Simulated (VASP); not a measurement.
# Sb (C2/m) in VASP: single point with PBEsol

Aim: the single point of Sb with PBEsol.

Everything below comes from runs of VASP 6.6.1. Logs are shortened: lines on timing, memory, paths and dates and some standing lists are left out, and cuts for length are marked.

### 1 Starting point

Symmetry: P4/mmm, No. 123, tetragonal system. The conventional cell has a = 3.069 Å, b = 3.069 Å, c = 3.045 Å, α = 90.00°, β = 90.00°, γ = 90.00°. Sb (site symmetry 4/mmm) has 6 Sb at 3.05 to 3.07 Å as nearest neighbours.

This isn't the form of Sb at room conditions, which is rhombohedral.

### 2 Single point, PBEsol

The input, INCAR:

```
SYSTEM = Sb
PREC = Accurate
ENCUT = 520
EDIFF = 1E-6
ISMEAR = -1
SIGMA = 0.08
LREAL = .FALSE.
LASPH = .TRUE.
NELM = 100
ALGO = Fast
ISIF = 2
LWAVE = .FALSE.
LCHARG = .FALSE.
GGA = PS
NBANDS = 18
```

The input, KPOINTS:

```
regular mesh
0
G
  8 8 6
  0 0 0
```

The input, POSCAR:

```
Sb
1.0
    4.3175800689      0.0000000000      0.4456326662
    0.0000000000      4.3410394371      0.0000000000
   -0.6328345843      0.0000000000      6.0571807234
Sb
4
Direct
    0.7501497242      0.7500000000      0.2500016240
    0.2501412868      0.2500000000      0.2499974585
    0.7498587132      0.7500000000      0.7500025415
    0.2498502758      0.2500000000      0.7499983760
```

Potentials or basis: VASP PAW PBE potentials, release 64 (Sb).

Started as:

```sh
$ cat potpaw_PBE.64/Sb/POTCAR > POTCAR
$ mpirun -np 1 vasp_std > vasp.out
```

OUTCAR:

```text
SYSTEM = Sb
   PREC = Accurate
   ENCUT = 520
   EDIFF = 1E-6
   ISMEAR = -1
   LREAL = .FALSE.
   LASPH = .TRUE.
   NELM = 100
   ISIF = 2
   GGA = PS

 ion  position               nearest neighbor table
   1  0.750  0.750  0.250-   3 3.05   3 3.05   2 3.07   2 3.07   2 3.07   2 3.07
   2  0.250  0.250  0.250-   4 3.05   4 3.05   1 3.07   1 3.07   1 3.07   1 3.07
   3  0.750  0.750  0.750-   1 3.05   1 3.05   4 3.07   4 3.07   4 3.07   4 3.07
   4  0.250  0.250  0.750-   2 3.05   2 3.05   3 3.07   3 3.07   3 3.07   3 3.07

  LATTYP: Found a simple monoclinic cell.
 ALAT       =     4.3405168039
 B/A-ratio  =     1.0001204081
 C/A-ratio  =     1.4030931174
 COS(beta)  =    -0.0012497503

  Lattice vectors:

 A1 = (   4.3175800689,   0.0000000000,   0.4456326662)
 A2 = (   0.0000000000,   4.3410394371,   0.0000000000)
 A3 = (  -0.6328345843,   0.0000000000,   6.0571807234)

Analysis of symmetry for initial positions (statically):
=====================================================================
 Subroutine PRICEL returns:
 Original cell was already a primitive cell.

 Routine SETGRP: Setting up the symmetry group for a
 simple monoclinic supercell.

 Subroutine GETGRP returns: Found  4 space group operations
 (whereof  2 operations were pure point group operations)
 out of a pool of  4 trial point group operations.

The static configuration has the point symmetry S_2 .
 The point group associated with its full space group is C_2h.

Analysis of symmetry for dynamics (positions and initial velocities):
=====================================================================
 Subroutine PRICEL returns:
 Original cell was already a primitive cell.

 Routine SETGRP: Setting up the symmetry group for a
 simple monoclinic supercell.

 Subroutine GETGRP returns: Found  4 space group operations
 (whereof  2 operations were pure point group operations)
 out of a pool of  4 trial point group operations.

The dynamic configuration has the point symmetry S_2 .
 The point group associated with its full space group is C_2h.

 Subroutine INISYM returns: Found  4 space group operations
 (whereof  2 operations are pure point group operations),
 and found     1 'primitive' translations

----------------------------------------------------------------------------------------

                                     Primitive cell

  volume of cell :     114.7527

  direct lattice vectors                    reciprocal lattice vectors
     4.317580069  0.000000000  0.445632666     0.229140308  0.000000000  0.023939836
     0.000000000  4.341039437  0.000000000     0.000000000  0.230359575  0.000000000
    -0.632834584  0.000000000  6.057180723    -0.016858075  0.000000000  0.163332031

  length of vectors
     4.340516804  4.341039437  6.090149253     0.230387492  0.230359575  0.164199717

  position of ions in fractional coordinates (direct lattice)
     0.750149724  0.750000000  0.250001624
     0.250141287  0.250000000  0.249997458
     0.749858713  0.750000000  0.750002542
     0.249850276  0.250000000  0.749998376

  ion indices of the primitive-cell ions
   primitive index   ion index
                 1           1
                 2           2
                 3           3
                 4           4

----------------------------------------------------------------------------------------

 KPOINTS: regular mesh

Automatic generation of k-mesh.
 Grid dimensions read from file:
 generate k-points for:    8    8    6

 Generating k-lattice:

  Cartesian coordinates                     Fractional coordinates (reciprocal lattice)
     0.028642539  0.000000000  0.002992479     0.125000000  0.000000000 -0.000000000
     0.000000000  0.028794947  0.000000000     0.000000000  0.125000000  0.000000000
    -0.002809679  0.000000000  0.027222005     0.000000000  0.000000000  0.166666667

  Length of vectors
     0.028798437  0.028794947  0.027366619

  Shift w.r.t. Gamma in fractional coordinates (k-lattice)
     0.000000000  0.000000000  0.000000000

 Subroutine IBZKPT returns following result:
 ===========================================

 Found    130 irreducible k-points:

 Following reciprocal coordinates:
            Coordinates               Weight
  0.000000  0.000000  0.000000      1.000000
  0.125000  0.000000  0.000000      2.000000
  0.250000  0.000000  0.000000      2.000000
  0.375000  0.000000  0.000000      2.000000
  0.500000  0.000000  0.000000      1.000000
  0.000000  0.125000  0.000000      2.000000
[... 16 lines left out ...]
  0.250000  0.500000  0.000000      2.000000
  0.375000  0.500000  0.000000      2.000000
 [... further k-points ...]
   k-points           NKPTS =    130   k-points in BZ     NKDIM =    130   number of bands    NBANDS=     18
   number of dos      NEDOS =    301   number of ions     NIONS =      4
   total plane-waves  NPLWV =  49152
   dimension x,y,z NGX =    32 NGY =   32 NGZ =   48
   dimension x,y,z NGXF=    64 NGYF=   64 NGZF=   96
   ions per type =               4
   NGX,Y,Z   is equivalent  to a cutoff of  12.26, 12.25, 13.10 a.u.
   NGXF,Y,Z  is equivalent  to a cutoff of  24.51, 24.51, 26.21 a.u.
 SYSTEM =  Sb
   PREC   = accura    normal or accurate (medium, high low for compatibility)
   ISTART =      0    job   : 0-new  1-cont  2-samecut
   ICHARG =      2    charge: 1-file 2-atom 10-const
   ISPIN  =      1    spin polarized calculation?
   LNONCOLLINEAR =      F non collinear calculations
   LSORBIT =      F    spin-orbit coupling
   LASPH  =      T    aspherical Exc in radial PAW
   ENCUT  =  520.0 eV  38.22 Ry    6.18 a.u.   8.07  8.07 11.32*2*pi/ulx,y,z
   NELM   =    100;   NELMIN=  2; NELMDL= -5     # of ELM steps
   EDIFF  = 0.1E-05   stopping-criterion for ELM
   LREAL  =      F    real-space projection
   EDIFFG = 0.1E-04   stopping-criterion for IOM
   NSW    =      0    number of steps for IOM
   IBRION =     -1    ionic relax: 0-MD 1-quasi-New 2-CG
   NFREE  =      0    steps in history (QN), initial steepest desc. (CG)
   ISIF   =      2    stress and relaxation
   ISYM   =      2    0-nonsym 1-usesym 2-fastsym
   POTIM  = 0.5000    time-step for ionic-motion
   TEBEG  =    0.0;   TEEND  =   0.0 temperature during run
   PSTRESS=    0.0 pullay stress
   NELECT =      20.0000    total number of electrons
   NUPDOWN=      -1.0000    fix difference up-down
   EMIN   =  10.00;   EMAX   =-10.00  energy-range for DOS
   EFERMI =   0.00;   METHOD = LEGACY
   ISMEAR =    -1;   SIGMA  =   0.08  broadening in eV -4-tet -1-fermi 0-gaus
   EFERMI_NEDOS =   21; number of points for ismear=-14 and -15
   IALGO  =     68    algorithm
   IMIX   =      4    mixing-type and parameters
     AMIX     =   0.40;   BMIX     =  1.00
     AMIX_MAG =   1.60;   BMIX_MAG =  1.00
  volume/ion in A,a.u.               =      28.69       193.60
  Fermi-wavevector in a.u.,A,eV,Ry     =   0.914458  1.728076 11.377654  0.836234
  Thomas-Fermi vector in A             =   2.039087
   LORBIT       =      0    0 simple, 1 ext, 2 COOP (PROOUT), +10 PAW based schemes
   GGA     = PS    functional components
   LHFCALC =     F    Hartree Fock is set to
   AEXX    =    0.0000 exact exchange contribution
   IVDW    =     0    specifies the selected vdW correction
   LEPSILON=     F    determine dielectric tensor
   LRPA    =     F    only Hartree local field effects (RPA)
 non-spin polarized calculation
 RMM-DIIS sequential band-by-band and
  energy-cutoff  :      520.00
  volume of cell :      114.75
 maximum number of plane-waves:      3136
   NGX = 17   NGY = 17   NGZ = 23

 number of electron      19.9999995 magnetization

 Free energy of the ion-electron system (eV)
  ---------------------------------------------------
  ext. energy  EPLUGINS =         0.00000000
  ---------------------------------------------------
  free energy    TOTEN  =       -18.14143825 eV

  energy without entropy =      -18.10071662  energy(sigma->0) =      -18.12107743

 E-fermi :   7.5099     XC(G=0):  -9.9190

 val. band max:        7.4824790953   @ k =   0.2500   0.2500   0.1667
 cond. band min:       7.5197710206   @ k =  -0.1250   0.3750   0.3333
 fundamental gap:      0.0372919252
 Fermi energy:         7.5098791935

 k-point     1 :       0.0000    0.0000    0.0000
  band No.  band energies     occupation
      1      -5.2231      2.00000
      2      -2.5779      2.00000
      3       0.0066      2.00000
      4       1.5942      2.00000
      5       3.1725      2.00000
      6       3.7572      2.00000
[... 10 lines left out ...]
     17      12.2954      0.00000
     18      12.9719      0.00000

 k-point     2 :       0.1250    0.0000    0.0000
  band No.  band energies     occupation
      1      -5.1059      2.00000
      2      -2.4589      2.00000
      3      -0.4349      2.00000
      4       1.7061      2.00000
      5       2.5704      2.00000
      6       3.9017      2.00000
[... 10 lines left out ...]
     17      12.3246      0.00000
     18      12.4800      0.00000

 k-point     3 :       0.2500    0.0000    0.0000
  band No.  band energies     occupation
      1      -4.7566      2.00000
      2      -2.1034      2.00000
      3      -1.3942      2.00000
      4       1.4387      2.00000
      5       2.0368      2.00000
      6       4.3319      2.00000
[... 10 lines left out ...]
     17      11.8996      0.00000
     18      12.6403      0.00000

 k-point     4 :       0.3750    0.0000    0.0000
  band No.  band energies     occupation
      1      -4.1825      2.00000
      2      -2.4451      2.00000
      3      -1.5161      2.00000
      4       0.2953      2.00000
      5       2.5696      2.00000
      6       4.0760      2.00000
[... 10 lines left out ...]
     17      13.1675      0.00000
     18      13.3021      0.00000

 k-point     5 :       0.5000    0.0000    0.0000
  band No.  band energies     occupation
      1      -3.4004      2.00000
      2      -3.4002      2.00000
      3      -0.7085      2.00000
      4      -0.7082      2.00000
      5       3.2704      2.00000
      6       3.2706      2.00000
[... 10 lines left out ...]
     17      12.9556      0.00000
     18      12.9557      0.00000

 k-point     6 :       0.0000    0.1250    0.0000
  band No.  band energies     occupation
      1      -5.1060      2.00000
      2      -2.4589      2.00000
      3      -0.4351      2.00000
      4       1.7061      2.00000
      5       2.5701      2.00000
      6       3.9031      2.00000
[... 10 lines left out ...]
     17      12.3258      0.00000
     18      12.4804      0.00000

 k-point     7 :       0.1250    0.1250    0.0000
  band No.  band energies     occupation
      1      -4.9899      2.00000
      2      -2.3407      2.00000
      3      -0.7156      2.00000
      4       1.8156      2.00000
      5       2.2446      2.00000
      6       3.2952      2.00000
[... 10 lines left out ...]
     17      13.0570      0.00000
     18      13.1372      0.00000

 k-point     8 :       0.2500    0.1250    0.0000
  band No.  band energies     occupation
      1      -4.6445      2.00000
      2      -1.9878      2.00000
      3      -1.4636      2.00000
      4       1.3852      2.00000
      5       2.1384      2.00000
      6       3.2117      2.00000
[... 10 lines left out ...]
     17      12.8254      0.00000
     18      13.7732      0.00000
[... 229 lines left out ...]
     17      13.3550      0.00000
     18      14.6992      0.00000

 k-point    20 :       0.5000    0.3750    0.0000
  band No.  band energies     occupation
      1      -2.8225      2.00000
      2      -2.8224      2.00000
      3      -0.0360      2.00000
      4      -0.0359      2.00000
      5       2.0070      2.00000
      6       2.0071      2.00000
[... 10 lines left out ...]
     17      14.4016      0.00000
     18      14.4016      0.00000

 k-point    21 :       0.0000    0.5000    0.0000
  band No.  band energies     occupation
      1      -3.4007      2.00000
      2      -3.4007      2.00000
      3      -0.7087      2.00000
      4      -0.7087      2.00000
      5       3.2702      2.00000
      6       3.2702      2.00000
[... 10 lines left out ...]
     17      12.9566      0.00000
     18      12.9567      0.00000

 k-point    22 :       0.1250    0.5000    0.0000
  band No.  band energies     occupation
      1      -3.3176      2.00000
      2      -3.3176      2.00000
      3      -0.6154      2.00000
      4      -0.6154      2.00000
      5       3.3275      2.00000
      6       3.3275      2.00000
[... 10 lines left out ...]
     17      12.7925      0.00000
     18      12.7925      0.00000

 k-point    23 :       0.2500    0.5000    0.0000
  band No.  band energies     occupation
      1      -3.0935      2.00000
      2      -3.0935      2.00000
      3      -0.3591      2.00000
      4      -0.3591      2.00000
      5       3.0236      2.00000
      6       3.0236      2.00000
[... 10 lines left out ...]
     17      12.9181      0.00000
     18      12.9181      0.00000

 k-point    24 :       0.3750    0.5000    0.0000
  band No.  band energies     occupation
      1      -2.8225      2.00000
      2      -2.8225      2.00000
      3      -0.0361      2.00000
      4      -0.0361      2.00000
      5       2.0072      2.00000
      6       2.0072      2.00000
[... 10 lines left out ...]
     17      14.4023      0.00000
     18      14.4023      0.00000

 [... further k-points ...]

------------------------ aborting loop because EDIFF is reached ----------------------------------------

  FORCE on cell =-STRESS in cart. coord.  units (eV):
  Direction    XX          YY          ZZ          XY          YZ          ZX
  --------------------------------------------------------------------------------------
  -------------------------------------------------------------------------------------
  Total        0.0824085      0.0829481      0.0883940      0.0000000      0.0000000      0.0116738
  in kB        1.1505876      1.1581225      1.2341573      0.0000000      0.0000000      0.1629901
  external PRESSURE =       1.1809558 kB  Pullay stress =       0.0000000 kB

 VOLUME and BASIS-vectors are now :
 -----------------------------------------------------------------------------
  energy-cutoff  :      520.00
  volume of cell :      114.75
      direct lattice vectors                 reciprocal lattice vectors
     4.317580069  0.000000000  0.445632666     0.229140308  0.000000000  0.023939836
     0.000000000  4.341039437  0.000000000     0.000000000  0.230359575  0.000000000
    -0.632834584  0.000000000  6.057180723    -0.016858075  0.000000000  0.163332031

 POSITION                                       TOTAL-FORCE (eV/Angst)
 -----------------------------------------------------------------------------------
      3.08062      3.25578      1.84860        -0.000369      0.000000     -0.000040
      0.92180      1.08526      1.62575        -0.000236     -0.000000     -0.000001
      2.76295      3.25578      4.87706         0.000236      0.000000      0.000001
      0.60412      1.08526      4.65422         0.000369     -0.000000      0.000040
 -----------------------------------------------------------------------------------
    total drift:                                0.000000      0.000000     -0.000000

  FREE ENERGIE OF THE ION-ELECTRON SYSTEM (eV)
  ---------------------------------------------------
  free  energy   TOTEN  =       -18.1414382498 eV

  energy  without entropy=      -18.1007166197  energy(sigma->0) =      -18.12107743
```

It took 3.1 min on 1 thread of Intel Xeon Platinum 8375C at 2.90GHz (Ice Lake), shared host; peak memory 0.35 GiB.

What came out:

```
Free energy            : -18.1414 eV
Pressure               : 0.1 GPa
Band gap on the k mesh : none (metal or under the smearing width)
```

Levels at points of the mesh, in eV from the Fermi level:
```
           k point  band 7  band 8  band 9  band 10  band 11  band 12  band 13  band 14
(0.00, 0.00, 0.00)   -3.75   -1.80   -1.67    -1.66     1.94     3.26     3.26     3.49
(0.50, 0.00, 0.00)   -1.51   -1.50   -1.04    -1.04     0.66     0.66     1.64     1.64
(0.00, 0.50, 0.00)   -1.50   -1.50   -1.04    -1.04     0.66     0.66     1.64     1.64
(0.50, 0.50, 0.00)   -3.80   -3.80   -3.67    -3.67     1.95     1.95     5.37     5.37
(0.00, 0.00, 0.50)   -2.90   -2.90   -2.06    -2.05     2.60     2.60     2.83     2.83
(0.50, 0.00, 0.50)   -0.64   -0.64   -0.62    -0.62    -0.61    -0.61     0.24     0.24
(0.00, 0.50, 0.50)   -0.64   -0.64   -0.62    -0.62    -0.62    -0.62     0.25     0.25
(0.50, 0.50, 0.50)   -5.02   -5.02    0.24     0.24     0.24     0.24     5.13     5.13
```

Caveat: the PAW data sets were made with another functional, which shifts forces and pressure a little. Spin-orbit coupling is left out, which matters for the levels of Sb.
